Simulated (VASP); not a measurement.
Ti: band structure with optB86b-vdW

Ti:

```
Ti
1.0
     2.95000    0.00000    0.00000
    -1.47500    2.55477    0.00000
     0.00000    0.00000    4.68000
Ti
2
Direct
  0.66575 0.32645 0.75231
  0.32784 0.67014 0.25205
```

The cell isn't the ideal one: atoms moved at random, drawn with an rms of 0.02 Å.

| Item | Value |
| --- | --- |
| Program | VASP 6.6.1 |
| Task | band structure |
| Functional | optB86b-vdW |
| Potentials or basis | VASP PAW PBE potentials, release 64 (Ti_sv) |
| Cutoff | 520 eV |
| k mesh | 10 × 10 × 6 |
| Occupations | methfessel-paxton, width 0.2 eV |
| Spin | no spin polarisation |
| Further INCAR settings | ALGO = Fast; EDIFF = 1e-06 |

```
Band gap along the path : none (metal or under the smearing width)
```

Levels at the corners of the path, in eV from the Fermi level:
```csv
point,band 10,band 11,band 12,band 13,band 14,band 15
Γ,-2.64,0.73,0.77,0.77,0.83,1.22
M,-2.11,-1.79,-0.61,0.48,0.58,1.12
M,-2.11,-1.79,-0.61,0.48,0.58,1.12
K,-1.37,-1.36,-1.25,0.18,0.26,1.46
K,-1.37,-1.36,-1.25,0.18,0.26,1.46
Γ,-2.64,0.73,0.77,0.77,0.83,1.22
Γ,-2.64,0.73,0.77,0.77,0.83,1.22
A,-4.26,0.06,0.07,0.65,0.65,0.68
A,-4.26,0.06,0.07,0.65,0.65,0.68
L,-2.49,-0.80,-0.80,1.31,1.31,1.70
L,-2.49,-0.80,-0.80,1.31,1.31,1.70
H,-1.20,-1.06,-1.06,-0.22,-0.22,1.63
H,-1.20,-1.06,-1.06,-0.22,-0.22,1.63
A,-4.26,0.06,0.07,0.65,0.65,0.68
L,-2.49,-0.80,-0.80,1.31,1.31,1.70
M,-2.11,-1.79,-0.61,0.48,0.58,1.12
K,-1.37,-1.36,-1.25,0.18,0.26,1.46
H,-1.20,-1.06,-1.06,-0.22,-0.22,1.63
```

It took 5.9 min on 1 thread of AMD EPYC 9R45 (Zen 5) (shared host), peak memory 0.4 GiB.

Caveat: the log is that of the step along the path at fixed density, whose energy, stress, charges and moments have no meaning.
